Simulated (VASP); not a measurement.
AlAs, 2 atoms in the cell. It takes space group F-43m (No. 216, cubic). Conventional cell: a = 5.682 Å, b = 5.682 Å, c = 5.682 Å, α = 90.00°, β = 90.00°, γ = 90.00°. Al (site symmetry -43m) has 4 As at 2.46 Å as nearest neighbours. As (site symmetry -43m) has 4 Al at 2.46 Å as nearest neighbours. 

```yaml
Program: VASP 6.6.1
Task: band structure
Functional: PBE-EpsX
Potentials_or_basis: VASP PAW PBE potentials, release 64 (Al, As)
Cutoff: 520 eV
k_mesh: 6 × 6 × 6
Occupations: gaussian, width 0.03 eV
Spin: no spin polarisation
Grid_for_exact_exchange_PRECFOCK: Fast
Exchange_at_q_=_0: truncated
Share_of_exact_exchange: 0.1014
Further_INCAR_settings: ALGO = Normal; EDIFF = 1e-06; NBANDS = 11
```

Potentials or basis: VASP PAW PBE potentials, release 64 (Al, As).

Launch:

```sh
$ cat potpaw_PBE.64/Al/POTCAR potpaw_PBE.64/As/POTCAR > POTCAR
$ cp INCAR.step1 INCAR
$ cp KPOINTS.step1 KPOINTS
$ mpirun -np 4 vasp_std > vasp.out
$ cp INCAR.step2 INCAR
$ cp KPOINTS.step2 KPOINTS
$ mpirun -np 4 vasp_std > vasp.out
$ cp INCAR.step3 INCAR
$ cp KPOINTS.step3 KPOINTS
$ mpirun -np 4 vasp_std > vasp.out
```

Hardware: 4 MPI ranks on Intel(R) Xeon(R) Platinum 8375C CPU @ 2.90GHz (Ice Lake) (shared host).

Problem. How long does it take, and how much memory?

Solution. Run time: 3.8 min on 4 MPI ranks on Intel(R) Xeon(R) Platinum 8375C CPU @ 2.90GHz (Ice Lake), on a shared host, peak memory 0.23 GiB a rank. Counts: scf iterations 14, k points 16.
